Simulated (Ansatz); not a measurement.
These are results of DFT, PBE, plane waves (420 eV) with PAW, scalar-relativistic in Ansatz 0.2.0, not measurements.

An element in the diamond structure gives this curve. The cell is scaled uniformly from the relaxed one, with fractional coordinates and shape fixed. Energies are extrapolated to zero smearing, pressures are those at the given smearing. Magnetic state: antiferromagnetic.

| V (Å³/atom) | E − E₀ (meV/atom) | P (GPa) | sphere moment (μB) |
| --- | --- | --- | --- |
| 17.292 | 40.6 | 6.28 | 2.18 |
| 18.078 | 16.4 | 3.64 | 2.33 |
| 18.864 | 3.7 | 1.59 | 2.47 |
| 19.650 | 0.0 | -0.02 | 2.60 |
| 20.436 | 3.3 | -1.27 | 2.71 |
| 21.222 | 12.0 | -2.26 | 2.82 |
| 22.008 | 25.1 | -3.04 | 2.92 |

Task: Which element is it?
A. osmium
B. phosphorus
C. chromium
D. iridium

Result: C. Its fit is V₀ = 19.64 Å³/atom, B₀ = 36 GPa, B₀′ = 5.1.
